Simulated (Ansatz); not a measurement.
# Nb2NS2 MXene monolayer in a perpendicular field, part 2 of 3

Aim: how the Nb2NS2 MXene monolayer screens a field along its normal, and what the field does to its bands. A positive field points along +c.

Ansatz 0.2.0; plane-wave DFT, PBE-D3(BJ), Ansatz PAW.

So far. Step 2 (Relaxing the slab): The lattice constant a goes from 3.079 to 3.273 Å.

### Step 3. Single point, field 0, start network

A sawtooth potential applies the field, turning back in the middle of the vacuum. With the dipole correction the typed value is the field outside the slab. The induced dipole is small, so the SCF threshold is tight.

The cell differs from the one that the last finished run ended in (c 43.019 → 23.496 Å).

Input file input.yaml:

```yaml
crystal:
  lattice:
    - [3.2730312544, 0.0, 0.0]
    - [-1.6365156272, 2.8345282137, 0.0]
    - [0.0, 0.0, 23.49612156]
  atoms:
    - { symbol: S, position: [0.3333333333, 0.6666666667, 0.3830419406] }
    - { symbol: Nb, position: [0.6666666667, 0.3333333333, 0.451471084] }
    - { symbol: "N", position: [0.0, 0.0, 0.5] }
    - { symbol: Nb, position: [0.3333333333, 0.6666666667, 0.548528916] }
    - { symbol: S, position: [0.6666666667, 0.3333333333, 0.6169580594] }
kpoints:
  mp_grid: { grid: [18, 18, 1] }
  band_path:
    path: [[0, 0, 0], [0.5, 0, 0], [0.33333333, 0.33333333, 0], [0, 0, 0]]
    npoints: 16
hamiltonian:
  xc: pbe
  dispersion: d3bj
scf:
  occupations: { method: fermi_dirac, width: 0.05 }
  convergence: { dr2_threshold: 1.0e-10 }
efield:
  axis: 3
  dipole_correction: true
  ramp_position: 0.97
  ramp_width: 0.06
  amplitude: 0
output:
  dos: { projected: true, e_range: [-6, 5] }
  bader: true
  write_potential: true
  write_density: true
  volumetric_format: npy
  elf: true
```

On the command line:

```bash
$ ansatz run input.yaml --threads 4 --pin off --max-ram 6144MiB --backend cpu --events-out ev --progress --plain --runs-dir out
```

Numbers of over 12 decimals in the logs are rounded to 6 here.

The log of the run:

```text
[...]
Crystal: 5 atoms, lattice volume = 217.985 Å³
Basis set: ecut = 420 eV, 4339 PW (Γ)
Bands: 27, of which v1, the nominal top of the filled ones, is band 22 counted from 1 (21 counted from 0)
Symmetry: 6 space group operations
k-points: 37 of 324 (time reversal used)
[...]
SCF iter   1: F=—  HF=-11299.869908 eV  |F-HF|=—  |Δ(HF+E_count)|=         —  Δρ=3.45e-3  dr2=4.23e-2  ethr=1.77e-3  p=0.000 e·Å  D=6.56e-14 V/Å  ΔV_dip=-0.00 eV  dr2_dipole=9.84e-10  V_vac-E_F(+/−)=5.42/5.42 eV  ⟨swp⟩=9.6  Hψ=6050  notcnv=0
efield: sawtooth ramp at fractional position 0.9700 (set: `efield.ramp_position`, or a place that a band, a saddle search or an elastic batch's reference lends), width 0.0600; the density the first Hamiltonian is built on has a dipole p = 0.000 e·Å; the dipole correction subtracts the counter field D = 6.56e-14 V/Å, which shifts the + side's vacuum level by -0.00 eV against the − side's; the planar-averaged density in the ramp window peaks in size at 1.3e-5 e/Å³
[...]
SCF iter   2: F=—  HF=-11299.874293 eV  |F-HF|=—  |Δ(HF+E_count)|=   4.38e-3  Δρ=2.21e-3  dr2=3.81e-2  ethr=9.85e-5  p=0.000 e·Å  D=1.98e-5 V/Å  ΔV_dip=-0.00 eV  dr2_dipole=1.12e-8  V_vac-E_F(+/−)=5.49/5.49 eV  ⟨swp⟩=2.8  Hψ=2031  notcnv=0
[...]
SCF iter   9: F=-11299.869742 eV  HF=-11299.869742 eV  |F-HF|=4.00e-11  |Δ(HF+E_count)|=   1.57e-9  Δρ=1.00e-7  dr2=1.25e-11  ethr=1.00e-12  p=-0.000 e·Å  D=-2.55e-8 V/Å  ΔV_dip=0.00 eV  dr2_dipole=4.46e-15  V_vac-E_F(+/−)=5.39/5.39 eV  ⟨swp⟩=4.1  Hψ=2871  notcnv=0
SCF 1 converged in 9 iterations: F = -11299.869742 eV  dr2 = 1.25e-11
[...]
NSCF: frozen V_eff on 49 k-points
efield: sawtooth ramp at fractional position 0.9700 (kept from the solve that this one continues, or follows in the run), width 0.0600; the density the first Hamiltonian is built on has a dipole p = -0.000 e·Å; the dipole correction subtracts the counter field D = -2.55e-8 V/Å, which shifts the + side's vacuum level by +0.00 eV against the − side's; the planar-averaged density in the ramp window peaks in size at 2.4e-7 e/Å³
[...]
SCF converged after 9 iterations
Free energy (F): -11299.869742 eV
[...]
Internal energy: -11299.856608 eV  (E = F + TS)
E sigma→0 (E₀):  -11299.863175 eV
Entropy (-TS):   -0.013134 eV (-2.627 meV/atom)
Fermi energy:    1.173672 eV
Dipole field:    D = 0.000000 V/Å  (p = 0.000000 e·Å, saw-weighted, corrected)
Work function:   Φ+ = 5.3928 eV   Φ− = 5.3928 eV
Levels:          The Fermi level and band energies are counted from a zero that moves with the ramp; work functions are not
[...]
--- Band table (eV; the first three rows and the last of 37) ---
  k-point 0: bands = [... 18 lower, -0.1861, -0.1861, 0.4283, 0.4283, 0.8236, 1.9352, 2.2942, 2.2942, ... 1 higher]
  k-point 1: bands = [... 18 lower, -0.4551, -0.3952, 0.3577, 0.6259, 0.9532, 2.0580, 2.2954, 2.3372, ... 1 higher]
  k-point 2: bands = [... 18 lower, -0.7322, -0.6798, 0.0884, 0.8836, 1.1990, 2.1655, 2.5125, 2.5353, ... 1 higher]
  k-point 36: bands = [... 18 lower, -2.3106, -2.3106, 1.0741, 1.0741, 1.5769, 3.3656, 3.3656, 3.7768, ... 1 higher]
--- Bader charges: 5 sites ---
  site symbol  charge [e]  shift [e]
     0      S     -0.8328     0.0008
     1     Nb      1.6930     0.0013
     2      N     -1.7205     0.0010
     3     Nb      1.6931     0.0013
     4      S     -0.8328     0.0008
  estimated error of the sums over rays = 8.1e-4 e
```

The job ended after 11 s (4 threads of Intel Xeon 6975P-C (Granite Rapids), shared host; peak memory 0.69 GiB; 44 s of CPU time).

This step gave:

| Quantity | Value |
| --- | --- |
| energy at zero smearing | -11299.8632 eV |
| work function, upper face | 5.393 eV |
| dipole along the normal | 7.30e-8 e·Å |

Running mean over a fixed 2.8 Å (it still follows the layers) of the planar mean; the ramp of the sawtooth is left out. Electron's electrostatic potential energy less the Fermi level against z:

z (Å), electron's electrostatic potential energy less the Fermi level (eV) and a bar from the least value:
```
      3.0        5.4 ##############################
      3.5        5.4 ##############################
      4.0        5.4 ##############################
      4.5        5.4 ##############################
      5.0        5.4 ##############################
      5.5        5.4 ##############################
      6.0        5.4 ##############################
      6.5        5.2 ##############################
      7.0        4.6 #############################
      7.5        2.7 ##########################
      8.0        0.4 ######################
      8.5       -1.7 ###################
      9.0       -4.9 ##############
      9.5       -8.9 ########
     10.0      -11.2 #####
     10.5      -11.9 ####
     11.0      -12.6 ###
     11.5      -14.3 
     12.0      -14.3 
     12.5      -12.6 ###
     13.0      -11.9 ####
     13.5      -11.1 #####
     14.0       -8.9 ########
     14.5       -4.9 ##############
     15.0       -1.7 ###################
     15.5        0.5 ######################
     16.0        2.7 ##########################
     16.5        4.6 #############################
     17.0        5.2 ##############################
     17.5        5.4 ##############################
     18.0        5.4 ##############################
     18.5        5.4 ##############################
     19.0        5.4 ##############################
     19.5        5.4 ##############################
     20.0        5.4 ##############################
     20.5        5.4 ##############################
```

The density of states has structure finer than the step of the table below, so its rows give means over 0.2 eV, whole bins alone (the curve runs from -6 to 1.99 eV). Peaks (eV: height): -5.67: 8.51, -5.09: 5.50, -4.76: 8.86, -2.58: 10.2, -2.36: 7.95, 1.22: 7.61, 1.33: 6.33.

Table of density of states by energy, zero at the Fermi level; means over each step:

| energy (eV) | density of states (states/eV a cell) |
| --- | --- |
| -5.8 | 3.05 |
| -5.6 | 1.66 |
| -5.4 | 0.103 |
| -5.2 | 1.51 |
| -5.0 | 3.79 |
| -4.8 | 5.57 |
| -4.6 | 3.36 |
| -4.4 | 1.11 |
| -4.2 | 2.29 |
| -4.0 | 3.60 |
| -3.8 | 2.58 |
| -3.6 | 3.29 |
| -3.4 | 3.32 |
| -3.2 | 4.03 |
| -3.0 | 4.25 |
| -2.8 | 4.76 |
| -2.6 | 6.18 |
| -2.4 | 4.84 |
| -2.2 | 2.60 |
| -2.0 | 2.11 |
| -1.8 | 2.54 |
| -1.6 | 1.76 |
| -1.4 | 1.60 |
| -1.2 | 1.93 |
| -1.0 | 1.66 |
| -0.8 | 0.751 |
| -0.6 | 1.19 |
| -0.4 | 1.67 |
| -0.2 | 1.65 |
| 0.0 | 1.70 |
| 0.2 | 1.52 |
| 0.4 | 1.44 |
| 0.6 | 1.72 |
| 0.8 | 2.14 |
| 1.0 | 3.92 |
| 1.2 | 6.02 |
| 1.4 | 4.59 |
| 1.6 | 2.59 |
| 1.8 | 3.20 |

Projected DOS per atom over height of the atomic layer and energy from the Fermi level. Layers: S Nb N Nb S from below.

Ten even steps from '_' (0.01 states/eV) to '@' (1.96 states/eV), each cell a mean:
```
..++__++..
__##..##__
..@@--@@..
__--__--__
__::__::__
..::__::..
..::__::..
__..__..__
..::__::..
..::__::..
--..__..--
--::__::--
@@==..==@@
##--..--##
**::__::**
==::__::==
==--__--==
....__....
##==..==##
--::__::--
__________
__::@@::__
```
Columns: height of the atomic layer (Å) from 9 to 14.5 (not evenly spaced); rows upwards: energy from the Fermi level (eV) from -5.96 to 1.96.

Electronic bands along the path, in eV, zero at the Fermi level:

| point | band 18 | band 19 | band 20 | band 21 | band 22 | band 23 | band 24 | band 25 |
| --- | --- | --- | --- | --- | --- | --- | --- | --- |
| Γ | -2.38 | -1.36 | -1.36 | -0.75 | -0.75 | -0.35 | 0.76 | 1.12 |
| halfway | -2.62 | -2.38 | -1.94 | -1.92 | 0.15 | 0.53 | 1.08 | 2.00 |
| M | -2.84 | -2.59 | -2.36 | -1.97 | 0.88 | 1.31 | 1.55 | 2.18 |
| halfway | -3.48 | -3.10 | -2.88 | -1.30 | 0.92 | 0.94 | 1.59 | 2.49 |
| K | -3.82 | -3.48 | -3.48 | -0.10 | -0.10 | 0.40 | 2.19 | 2.19 |
| halfway | -3.11 | -2.60 | -2.46 | -1.01 | -0.68 | 1.22 | 1.62 | 1.96 |
| Γ | -2.38 | -1.36 | -1.36 | -0.75 | -0.75 | -0.35 | 0.76 | 1.12 |

Valence density in the ca plane at fractional y = 0.333, with atoms of Nb and S within 0.2 Å of it. It is the smooth field of the valence electrons, not physical close to the nuclei.

Values in e/Å³, 5 rows by 16 columns, each cell a mean:
```
0.0 0.0 0.0 0.0 0.0 0.0 0.1 0.3 1.7 1.5 0.3 0.3 0.8 0.6 0.0 0.0
0.0 0.0 0.0 0.0 0.0 0.0 0.0 0.2 3.6 3.2 0.2 0.3 0.8 0.8 0.1 0.0
0.0 0.0 0.0 0.0 0.0 0.0 0.1 0.3 1.8 1.6 0.2 0.3 0.9 0.6 0.0 0.0
0.0 0.0 0.0 0.0 0.0 0.0 0.2 0.5 0.3 0.4 0.5 0.5 0.3 0.1 0.0 0.0
0.0 0.0 0.0 0.0 0.0 0.0 0.2 0.5 0.3 0.4 0.5 0.5 0.3 0.1 0.0 0.0
```
Columns run along c (16.0 Å, from fractional 0.08 to 0.76 of the cell), rows up along a (3.3 Å). Atoms in or near the plane, at fractional coordinates: Nb at (0.45, 0.67), S at (0.62, 0.67).

ELF in the ca plane at fractional y = 0.333, with atoms of Nb and S within 0.2 Å of it. It is the smooth field of the valence electrons, not physical close to the nuclei.

Ten even steps from '0' (0.00) to '9' (0.93), each cell a mean:
```
00000000000000001245542454223211478898752000
00000000000000000012214777522223686589975200
00000000000000000000116736722224772169985210
00000000000000000001115757622224784379985200
00000000000000000123433676322212588899863100
00000000000000012466763232233211267877531000
00000000000000024678875212453222123332100000
00000000000000025788876323553233112210000000
00000000000000013577874211343222146654210000
```
Columns run along c (16.0 Å, from fractional 0.08 to 0.76 of the cell), rows up along a (3.3 Å). Atoms in or near the plane, at fractional coordinates: Nb at (0.45, 0.67), S at (0.62, 0.67).

Electrostatic potential energy in the ca plane at fractional y = 0.333, with atoms of Nb and S within 0.2 Å of it. With pseudopotentials it is smooth inside the atoms' cores, unlike the true potential.

Values in eV, 5 rows by 16 columns, each cell a mean:
```
  7   7   7   7   6   4  -4 -33 -14  -1  -4 -22   0   6   7   7
  7   7   7   7   6   5 -10 -44 -25   1  -9 -33  -8   6   7   7
  7   7   7   7   6   4  -4 -34 -15  -1  -5 -24  -1   6   7   7
  7   7   7   7   6   1  -2  -3  -2  -9  -6   2   5   6   7   7
  7   7   7   7   6   1  -2  -3  -2  -9  -6   2   5   6   7   7
```
Columns run along c (16.0 Å, from fractional 0.14 to 0.82 of the cell; values clipped at the 3rd and 97th percentile), rows up along a (3.3 Å). Atoms in or near the plane, at fractional coordinates: Nb at (0.45, 0.67), S at (0.62, 0.67).

The work function of the upper face is 5.39 eV.

### Step 4. Atoms held, field 0.1 V/Å

input.yaml: that of step 3 with these lines changed.

```diff
@@ -25,8 +25,6 @@
   dipole_correction: true
-  ramp_position: 0.97
-  ramp_width: 0.06
-  amplitude: 0
+  ramp_position: 0.9468
+  ramp_width: 0.1064
+  amplitude: 0.1
 output:
-  dos: { projected: true, e_range: [-6, 5] }
-  bader: true
   write_potential: true
@@ -34,2 +32 @@
   volumetric_format: npy
-  elf: true
```

The log of the run:

```text
[...]
Crystal: 5 atoms, lattice volume = 217.985 Å³
Basis set: ecut = 420 eV, 4339 PW (Γ)
Bands: 27, of which v1, the nominal top of the filled ones, is band 22 counted from 1 (21 counted from 0)
Symmetry: 6 space group operations
k-points: 37 of 324 (time reversal used)
[...]
k-point 0: bands = [... 18 lower, -0.1864, -0.1864, 0.4280, 0.4280, 0.8232, 1.9348, 2.2939, 2.2939, ... 1 higher]
  k-point 1: bands = [... 18 lower, -0.4554, -0.3955, 0.3574, 0.6256, 0.9528, 2.0576, 2.2951, 2.3368, ... 1 higher]
  k-point 2: bands = [... 18 lower, -0.7325, -0.6801, 0.0881, 0.8833, 1.1987, 2.1652, 2.5122, 2.5350, ... 1 higher]
  k-point 36: bands = [... 18 lower, -2.3198, -2.3018, 1.0712, 1.0763, 1.5765, 3.3645, 3.3661, 3.7765, ... 1 higher]
[key lines of the parts left out:]
SCF converged after 12 iterations
Free energy (F): -11299.871638 eV
Fermi energy:    1.173332 eV
Dipole field:    D = 0.031495 V/Å  (p = 0.037941 e·Å, saw-weighted, corrected)
```

It took 5.3 s on 4 threads; peak memory 0.66 GiB.

The dipole is 0.0379 e·Å.

### Step 5. Atoms held, field -0.1 V/Å

input.yaml: that of step 4 with these lines changed.

```diff
@@ -27,3 +27,3 @@
   ramp_width: 0.1064
-  amplitude: 0.1
+  amplitude: -0.1
 output:
```

The log of the run:

```text
[...]
Crystal: 5 atoms, lattice volume = 217.985 Å³
Basis set: ecut = 420 eV, 4339 PW (Γ)
Bands: 27, of which v1, the nominal top of the filled ones, is band 22 counted from 1 (21 counted from 0)
Symmetry: 6 space group operations
k-points: 37 of 324 (time reversal used)
[...]
k-point 0: bands = [... 18 lower, -0.1864, -0.1864, 0.4280, 0.4280, 0.8232, 1.9348, 2.2939, 2.2939, ... 1 higher]
  k-point 1: bands = [... 18 lower, -0.4554, -0.3955, 0.3574, 0.6256, 0.9528, 2.0576, 2.2951, 2.3368, ... 1 higher]
  k-point 2: bands = [... 18 lower, -0.7325, -0.6801, 0.0881, 0.8833, 1.1987, 2.1651, 2.5122, 2.5349, ... 1 higher]
  k-point 36: bands = [... 18 lower, -2.3198, -2.3018, 1.0712, 1.0763, 1.5765, 3.3645, 3.3661, 3.7765, ... 1 higher]
[key lines of the parts left out:]
SCF converged after 12 iterations
Free energy (F): -11299.871638 eV
Fermi energy:    1.173331 eV
Dipole field:    D = -0.031494 V/Å  (p = -0.037940 e·Å, saw-weighted, corrected)
```

It took 5.5 s on 4 threads; peak memory 0.65 GiB.

The dipole is -0.0379 e·Å.

### Step 6. Single point, field 0.5 V/Å

input.yaml: that of step 5 with these lines changed.

```diff
@@ -25,5 +25,5 @@
   dipole_correction: true
-  ramp_position: 0.9468
-  ramp_width: 0.1064
-  amplitude: -0.1
+  ramp_position: 0.8773
+  ramp_width: 0.2454
+  amplitude: 0.5
 output:
```

The log of the run:

```text
[...]
Crystal: 5 atoms, lattice volume = 217.985 Å³
Basis set: ecut = 420 eV, 4339 PW (Γ)
Bands: 27, of which v1, the nominal top of the filled ones, is band 22 counted from 1 (21 counted from 0)
Symmetry: 6 space group operations
k-points: 37 of 324 (time reversal used)
[...]
k-point 0: bands = [... 18 lower, -0.1947, -0.1947, 0.4203, 0.4203, 0.8146, 1.9259, 2.2859, 2.2859, ... 1 higher]
  k-point 1: bands = [... 18 lower, -0.4634, -0.4034, 0.3499, 0.6177, 0.9441, 2.0483, 2.2872, 2.3289, ... 1 higher]
  k-point 2: bands = [... 18 lower, -0.7399, -0.6874, 0.0810, 0.8753, 1.1897, 2.1560, 2.5042, 2.5266, ... 1 higher]
  k-point 36: bands = [... 18 lower, -2.3581, -2.2704, 1.0529, 1.0786, 1.5681, 3.3535, 3.3612, 3.7678, ... 1 higher]
[key lines of the parts left out:]
SCF converged after 13 iterations
Free energy (F): -11299.917178 eV
Fermi energy:    1.165027 eV
Dipole field:    D = 0.157563 V/Å  (p = 0.189811 e·Å, saw-weighted, corrected)
```

Run time: 5.5 s. Hardware: 4 threads; peak memory 0.65 GiB; 21 s of CPU time.

The dipole is 0.190 e·Å.

### Step 7. Atoms held, field -0.3 V/Å

input.yaml: that of step 6 with these lines changed.

```diff
@@ -25,6 +25,8 @@
   dipole_correction: true
-  ramp_position: 0.8773
-  ramp_width: 0.2454
-  amplitude: 0.5
+  ramp_position: 0.9437
+  ramp_width: 0.1125
+  amplitude: -0.3
 output:
+  dos: { projected: true, e_range: [-6, 5] }
+  bader: true
   write_potential: true
@@ -32 +34,2 @@
   volumetric_format: npy
+  elf: true
```

The log of the run:

```text
[...]
Crystal: 5 atoms, lattice volume = 217.985 Å³
Basis set: ecut = 420 eV, 4339 PW (Γ)
Bands: 27, of which v1, the nominal top of the filled ones, is band 22 counted from 1 (21 counted from 0)
Symmetry: 6 space group operations
k-points: 37 of 324 (time reversal used)
[...]
k-point 36: bands = [... 18 lower, -2.3389, -2.2855, 1.0632, 1.0786, 1.5735, 3.3601, 3.3648, 3.7734, ... 1 higher]
--- Bader charges: 5 sites ---
  site symbol  charge [e]  shift [e]
     0      S     -0.8193     0.0008
     1     Nb      1.6950     0.0013
     2      N     -1.7205     0.0010
     3     Nb      1.6911     0.0013
     4      S     -0.8462     0.0008
  estimated error of the sums over rays = 7.7e-4 e
[key lines of the parts left out:]
SCF converged after 12 iterations
Free energy (F): -11299.886815 eV
Fermi energy:    1.170350 eV
Dipole field:    D = -0.094494 V/Å  (p = -0.113834 e·Å, saw-weighted, corrected)
```

It took 12 s on 4 threads; peak memory 0.66 GiB.

The dipole is -0.114 e·Å.

### Step 8. Response, atoms held

This step: plane-wave DFT, PBE-D3(BJ), Ansatz PAW; response to a field along the normal, atoms held (Ansatz 0.2.0).

The dipoles give the slope, and the difference of two potentials shows where the field is screened.

This step gave:

* equivalent conductor thickness p/(ε₀AE): 7.400 Å
* distance between the outer atoms: 5.496 Å

The dipole of the cell by applied field:

| applied field (V/Å) | dipole of the cell (e·Å) |
| --- | --- |
| -0.300 | -0.114 |
| -0.100 | -0.0379 |
| 0.000 | 0 |
| 0.100 | 0.0379 |
| 0.500 | 0.190 |

Local field over the applied field, running mean. From the potentials at -0.1 and 0.1 V/Å; running mean over 2.5 Å. Local field over applied field against z:

| z (Å) | local field over applied field |
| --- | --- |
| 4.5 | 0.999 |
| 5.0 | 0.997 |
| 5.5 | 0.992 |
| 6.0 | 0.975 |
| 6.5 | 0.931 |
| 7.0 | 0.833 |
| 7.5 | 0.679 |
| 8.0 | 0.502 |
| 8.5 | 0.321 |
| 9.0 | 0.172 |
| 9.5 | 0.0809 |
| 10.0 | 0.0403 |
| 10.5 | 0.0254 |
| 11.0 | 0.0251 |
| 11.5 | 0.0238 |
| 12.0 | 0.0238 |
| 12.5 | 0.0251 |
| 13.0 | 0.0254 |
| 13.5 | 0.0405 |
| 14.0 | 0.0814 |
| 14.5 | 0.173 |
| 15.0 | 0.323 |
| 15.5 | 0.504 |
| 16.0 | 0.681 |
| 16.5 | 0.834 |
| 17.0 | 0.931 |
| 17.5 | 0.975 |
| 18.0 | 0.992 |
| 18.5 | 0.997 |
| 19.0 | 0.999 |

Electrons, planar mean, per unit field. Induced electron density against z:

z (Å), induced electron density (e/Å³ per V/Å) and a bar from the least value:
```
      4.5    0.00000 ###############
      5.0    0.00001 ###############
      5.5    0.00003 ###############
      6.0    0.00011 ###############
      6.5    0.00033 ################
      7.0    0.00092 ###################
      7.5    0.00223 ########################
      8.0    0.00366 ##############################
      8.5    0.00235 #########################
      9.0    0.00096 ###################
      9.5    0.00049 #################
     10.0   -0.00078 ############
     10.5    0.00041 #################
     11.0    0.00010 ###############
     11.5    0.00008 ###############
     12.0   -0.00008 ###############
     12.5   -0.00010 ###############
     13.0   -0.00040 #############
     13.5    0.00078 ##################
     14.0   -0.00050 #############
     14.5   -0.00095 ###########
     15.0   -0.00237 #####
     15.5   -0.00366 
     16.0   -0.00221 ######
     16.5   -0.00091 ###########
     17.0   -0.00033 ##############
     17.5   -0.00011 ###############
     18.0   -0.00003 ###############
     18.5   -0.00001 ###############
     19.0    0.00000 ###############
```

By hand: between -0.1 and 0.1 V/Å the dipole changes by 0.07588 e·Å, a slope of 0.3794 e·Å²/V. A perfect conductor of thickness t has p = ε₀AEt, so t = 180.95 × 0.3794 / 9.277 = 7.40 Å (e/ε₀ = 180.95 V·Å, A in Å²).

The induced dipole is that of a conductor 7.40 Å thick.

(Continued in part 3 of 3.)

[Logs are printed without paths, hosts, clocks, repeated set-up lines and the standing remarks that a program may print on its own settings, such as how far it seeks lower states.]

[Hosts, paths, dates, database ids (printed as entryN), source tags and the programs' standing remarks are cut or masked in the printed files.]

[Maps of the electrostatic potential energy from Ansatz leave out the sawtooth potential of an applied field or a dipole correction, so their vacuum need not be flat; planar profiles and work functions include it.]

[The density of states shown here was stored with 400 of the rows of the run's finer table, so its peaks can read low, often by over a quarter, or be missed, and its means over a window can be off by a tenth or more.]
